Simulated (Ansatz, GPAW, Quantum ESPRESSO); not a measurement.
# Sn: programs and potentials compared

```xyz
2
Lattice="-2.9401 2.9401 1.5993 2.9401 -2.9401 1.5993 2.9401 2.9401 -1.5993" Properties=species:S:1:pos:R:3 pbc="T T T"
Sn    0.0000    0.0000    0.0000
Sn    0.0000    2.9401    0.7997
```

Alike in all runs: task band structure; functional PBEsol; k mesh 9 × 9 × 9; occupations fermi-dirac, width 0.05 eV; no spin polarisation; no spin-orbit coupling. Pressure is positive in compression and, in plane waves, holds the error of the finite cutoff, which Ansatz's Pulay term estimates and takes out.

| program and potentials | plane-wave cutoff (eV) | notes | pressure (GPa) |
| --- | --- | --- | --- |
| Ansatz, Ansatz PAW | 420 | potentials made for PBE, which Ansatz adapts in part; Pulay term of +0.03 GPa included | -1.45 |
| Quantum ESPRESSO, PseudoDojo 0.4.1 SR PBEsol standard | 980 | - | -1.36 |
| Ansatz, all-electron LAPW, scalar-relativistic | - | - | -1.44 |
| GPAW, PAW data sets generated for this functional | 600 | - | -1.70 |

The pressure spans -1.70 (GPAW, PAW data sets generated for this functional) to -1.36 GPa (Quantum ESPRESSO, PseudoDojo 0.4.1 SR PBEsol standard), with all-electron results at -1.44.

Differences between rows come from potentials, basis sets and numerical settings, since the functional is the same but for its coding. Runs on potential files found faulty are left out.

All four runs put this white-tin cell under tension, so PBEsol would favour a smaller volume than the one used. That fits the functional's character: its weaker gradient enhancement of exchange penalises compact, slowly varying densities less than PBE does, and so gives shorter bonds in metals such as tin, where 5s and 5p electrons carry the cohesion.

The sign is secure, while the size depends somewhat on the potentials. Ansatz PAW, at -1.45 GPa, almost coincides with the all-electron -1.44 GPa, although its potentials were made for another functional. GPAW, whose data sets match the functional, lies furthest away at -1.70 GPa. Consistency of functional is therefore no sufficient guide to accuracy in the pressure; GPAW's offset has the direction expected of an incomplete plane-wave basis, but may equally come from the data set.

Because the cell is tetragonal, a single pressure doesn't show how the contraction would divide between the a and c axes.
